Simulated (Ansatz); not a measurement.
Te₂Mo (P-6m2), a sublattice moved along a line

These are results of Ansatz 0.2.0, DFT LDA, scalar-relativistic, plane waves, PAW, not measurements. The runs took a 420 eV cutoff, a Γ-centred 12×12×2 mesh and Gaussian smearing (0.05 eV). Spin–orbit coupling is left out, which matters for the heavy elements here. No spin polarisation. Energies are free energies at this smearing, counted from the undisturbed cell; pressure is positive in compression.

Zero of the scan (as given, not relaxed at this level; it stands at -1.8 GPa; this form isn't the usual structure):

```
CELL_PARAMETERS angstrom
3.56023 0.00000 0.00000
-1.78012 3.08325 0.00000
0.00000 0.00000 17.52406
ATOMIC_POSITIONS crystal
Te 0.33333 0.66667 0.89786
Te 0.33333 0.66667 0.10214
Mo 0.00000 0.00000 0.00000
```

The cell holds layers and no dispersion correction was added, so their binding is poorly described.

Every Te atom is moved by x along the Cartesian unit vector (0.000, -0.754, 0.657); the cell and all other atoms stay fixed.

```csv
x (Å),ΔE (meV/cell),force along x on the moved atoms (eV/Å),gap on the mesh (eV)
-0.1000,82.4,1.64,1.05
-0.0750,46.4,1.23,1.05
-0.0500,20.6,0.82,1.04
-0.0250,5.2,0.41,1.04
0.0000,0.0,0.00,1.04
0.0250,5.2,-0.42,1.04
0.0500,20.8,-0.83,1.04
0.0750,47.0,-1.26,1.04
0.0875,64.0,-1.47,1.05
0.1000,83.8,-1.69,1.05
```